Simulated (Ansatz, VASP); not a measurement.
# Two plane-wave programs on MgO2

```
Mg O
1.0
     4.84083    0.00000    0.00000
     0.00000    4.84083    0.00000
     0.00000    0.00000    4.84083
Mg O
4 8
Cartesian
  0.0000 2.4204 2.4204
  2.4204 2.4204 0.0000
  2.4204 0.0000 2.4204
  0.0000 0.0000 0.0000
  1.9926 0.4278 4.4131
  0.4278 4.4131 1.9926
  4.4131 1.9926 0.4278
  2.8482 2.8482 2.8482
  1.9926 1.9926 1.9926
  0.4278 2.8482 4.4131
  4.4131 0.4278 2.8482
  2.8482 4.4131 0.4278
```

Alike in both runs: functional PBEsol; k mesh 6 × 6 × 6; occupations gaussian, width 0.02 eV; no spin polarisation.

Ansatz relaxed the structure, and its values are those at the end. VASP's run is a single point on that final structure, the one shown.

```csv
,VASP,Ansatz
version,VASP 6.6.1,Ansatz 0.2.0
potentials or method,"VASP PAW PBE potentials, release 64 (Mg, O)","scalar-relativistic, plane waves, PAW"
plane-wave cutoff (eV),520,420
valence electrons in the cell,56,88
```

```csv
,VASP,Ansatz,Ansatz less VASP
gap on the k mesh at the Fermi level (eV),3.95,3.97,+0.026
least direct gap on the mesh (eV),4.07,4.10,+0.025
pressure (GPa),-0.1,0.0,+0.08
rms of the force components (eV/Å),0.093,0.000,-0.0930
```

The two sets of potentials don't hold the same shells in valence.

Caveats: the PAW data sets were made with another functional, which shifts forces and pressure a little (VASP). A hybrid or GW would open this gap; PBEsol tends to underestimate it. A k mesh can miss the band edges.
